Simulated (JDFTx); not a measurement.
Crystal: Ho.

```xyz
1
Lattice="0.0000 2.4942 2.4942 2.4942 0.0000 2.4942 2.4942 2.4942 0.0000" Properties=species:S:1:pos:R:3 pbc="T T T"
Ho    0.0000    0.0000    0.0000
```

This isn't the form of Ho at room conditions, which is hcp.

| Quantity | Value |
| --- | --- |
| Program | JDFTx 1.7.0 (patched build) |
| Task | single point |
| Functional | PBE |
| Potentials or basis | PseudoDojo-SR-PBE-0.4 3+ lanthanide files with smoothed tails |
| Cutoff | 680 eV |
| Density cutoff | 2721 eV |
| k mesh | 9 × 9 × 9 |
| Occupations | fermi-dirac, width 0.05 eV |
| Spin | no spin polarisation |

On this cell: pressure -0.6 GPa; band gap on the k mesh none (metal or under the smearing width).

The same run follows on a disturbed copy (cell strained at random at fixed volume):

```xyz
1
Lattice="-0.0375 2.5099 2.5005 2.4459 0.0298 2.4333 2.5166 2.5134 -0.0410" Properties=species:S:1:pos:R:3 pbc="T T T"
Ho    0.0149    0.0442   -0.0152
```

What does the disturbed cell give?

The energy (extrapolated to zero smearing) moves by +6.4 meV/atom; pressure -0.5 GPa; band gap on the k mesh none (metal or under the smearing width).

Stress tensor (GPa, compression positive):
```
-0.54 -0.43  1.40
-0.43 -0.61 -0.35
 1.40 -0.35 -0.39
```

Caveats: the 4f electrons are frozen in the core as for a trivalent ion, so they carry no moment and show no levels.
